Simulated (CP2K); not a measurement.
# Te in CP2K: the effect of functional

The system is Te.

```
Te
1.0
     4.45400    0.00000    0.00000
    -2.22700    3.85728    0.00000
     0.00000    0.00000    5.92400
Te
3
Direct
  0.73100 0.73100 0.00000
  0.00000 0.26900 0.66667
  0.26900 0.00000 0.33333
```

Alike in all runs:

* Program: CP2K 2026.2
* Task: band structure
* Potentials or basis: POTENTIAL_UZH Te GTH-PBE-q6; TZVP-MOLOPT-PBE-GTH basis
* Density cutoff: 9184 eV
* k mesh: 7 × 7 × 5
* Occupations: fermi-dirac, width 0.05 eV
* Spin: no spin polarisation

| functional | pressure (GPa) | largest force (eV/Å) |
| --- | --- | --- |
| PBE | 2.2 | 0.35 |
| LDA | 0.6 | 0.51 |
| PBEsol | 0.7 | 0.46 |
| AM05 | ? | ? |
| RPBE | 3.0 | 0.29 |
| revPBE | 2.8 | 0.30 |
| MS2 | 2.6 | 0.13 |

Q: What does the run with functional AM05 give?

A: Pressure 1.0 GPa; largest force 0.40 eV/Å.

Caveats: the basis of atomic orbitals isn't converged, which shifts pressures, moduli and gaps; the potentials were made for another functional, which shifts forces and pressure (some runs).
